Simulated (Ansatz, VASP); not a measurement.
# As in VASP and in Ansatz

```xyz
2
Lattice="1.8808 1.0859 3.5141 -1.8808 1.0859 3.5141 0.0000 -2.1718 3.5141" Properties=species:S:1:pos:R:3 pbc="T T T"
As    0.0000    0.0000    2.3725
As    0.0000    0.0000    8.1597
```

Alike in both runs: task single point; functional LDA; k mesh 11 × 11 × 11; occupations gaussian, width 0.02 eV; no spin polarisation.

```csv
,VASP,Ansatz
version,VASP 6.6.1,Ansatz 0.2.0
potentials or method,"VASP PAW LDA potentials, release 64 (As)","scalar-relativistic, plane waves, PAW"
plane-wave cutoff (eV),520,600
valence electrons in the cell,10,30
```

```tsv
	VASP	Ansatz	Ansatz less VASP
rms of the force components (eV/Å)	0.243	0.201	-0.0425
```

Atom by atom the forces differ by 0.042 eV/Å (rms over components). The two sets of potentials don't hold the same shells in valence.
